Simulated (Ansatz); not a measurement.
The system is As.

```xyz
2
Lattice="1.8808 1.0859 3.5141 -1.8808 1.0859 3.5141 0.0000 -2.1718 3.5141" Properties=species:S:1:pos:R:3 pbc="T T T"
As    0.0000    0.0000    2.3825
As    0.0000    0.0000    8.1597
```

Program: Ansatz 0.2.0. Alike in all runs: task band structure; potentials or basis Ansatz PAW; cell as given; k mesh 9 × 9 × 9; smearing fermi-dirac 0.05 eV.

Order these runs on this cell by their pressure, lowest first.
A. level LDA; spin off; cutoff (eV) 420
B. level PBEsol; spin SOC, no magnetisation; cutoff (eV) 420
C. level PBE; spin off; cutoff (eV) 420
D. level r2SCAN; spin off; cutoff (eV) 500

A (-1.4 GPa), B (0.3 GPa), D (1.9 GPa), C (3.7 GPa).

Caveats: the PAW data sets come from PBE, with cores solved anew for the run's functional, which leaves a small shift of forces and pressure (some runs).
